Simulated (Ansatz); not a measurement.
Sb: equation of state with PBE

Sb:

```
Sb
1.0
     4.52770    0.00000    0.00000
     0.00000    4.42110    0.00000
    -1.32052    0.00000    6.36435
Sb
4
Cartesian
  0.6363 1.1053 4.3511
  3.2336 3.3158 4.8545
  -0.0264 1.1053 1.5099
  2.5709 3.3158 2.0132
```

This isn't the form of Sb at room conditions, which is rhombohedral.

| Property | Result |
| --- | --- |
| Program | Ansatz 0.2.0 |
| Task | equation of state |
| Functional | PBE |
| Potentials or basis | Ansatz PAW |
| Cutoff | 420 eV |
| Density cutoff | 1680 eV |
| k mesh | 6 × 6 × 4 |
| Occupations | fermi-dirac, width 0.05 eV |
| Spin | no spin polarisation |

The equilibrium volume is 31.91 Å³/atom and the bulk modulus at fixed shape and positions is 48 GPa. The pressure derivative of the bulk modulus is 4.6.

Energy against volume, from the lowest point:
```
volume (Å³/atom)  energy (meV/atom)
          29.938              20.64
          30.575               9.10
          31.212               2.39
          31.849               0.00
          32.486               1.48
          33.123               6.42
          33.760              14.45
```

All runs of the series together: 54 s on 2 threads of Intel(R) Xeon(R) Processor @ 2.70GHz (shared host).

Caveat: the cell was scaled at fixed shape and fractional positions, which overstates the stiffness of a crystal with free parameters, most of all of layers and chains. The run has no spin-orbit coupling, so splittings on Sb are missing.
